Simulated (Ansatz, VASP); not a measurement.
**Sn: VASP beside Ansatz**

The input INCAR:

```
SYSTEM = Sn
PREC = Accurate
ENCUT = 520
EDIFF = 1E-6
ISMEAR = 0
SIGMA = 0.15
LREAL = .False.
LASPH = .True.
NELM = 100
ALGO = Fast
ISIF = 2
LWAVE = .False.
LCHARG = .False.
GGA = PE
NBANDS = 21
```

File KPOINTS:

```
Automatic mesh
0
Gamma
  12 12 12
  0 0 0
```

POSCAR

```
Sn
1.0
    0.0000000000      3.1806880000      3.2456000000
    3.2456000000      0.0000000000      3.2456000000
    3.2456000000      3.1806880000      0.0000000000
Sn
2
Direct
    0.5000000000      0.5000000000      0.5000000000
    0.7500000000      0.7500000000      0.7500000000
```

Input for Ansatz:

```yaml
crystal:
  lattice:
    - [0.0, 3.180688, 3.2456]
    - [3.2456, 0.0, 3.2456]
    - [3.2456, 3.180688, 0.0]
  atoms:
    - { symbol: Sn, position: [0.5, 0.5, 0.5] }
    - { symbol: Sn, position: [0.75, 0.75, 0.75] }
basis:
  ecutwfc: 420
kpoints:
  mp_grid: { grid: [12, 12, 12] }
hamiltonian:
  xc: pbe
scf:
  occupations: { method: gaussian, width: 0.15 }
output:
  forces: true
  stress: true
  eigenvalues: true
```

Change from the starting cell: strain -0.0200 x Voigt [0, 1, 0, 0, 0, 0], atoms carried along.

Alike in both runs: task single point; functional PBE; k mesh 12 × 12 × 12; occupations gaussian, width 0.15 eV; no spin polarisation.

|  | VASP | Ansatz |
| --- | --- | --- |
| version | VASP 6.6.1 | Ansatz 0.2.0 |
| potentials or method | VASP PAW PBE potentials, release 64 (Sn_d) | scalar-relativistic, plane waves, PAW |
| plane-wave cutoff (eV) | 520 | 420 |
| valence electrons in the cell | 28 | 28 |

VASP gave:

```
gap on the k mesh at the Fermi level (eV)       : none
pressure (GPa)                                  : 4.2
largest component of the traceless stress (GPa) : 0.38
```

**Question.** What did Ansatz give for the same quantities?

**Answer.** gap on the k mesh at the Fermi level (eV): none; pressure (GPa): 4.3; largest component of the traceless stress (GPa): 0.37.

A gap of «none» marks a metal or a gap that the smearing closes.
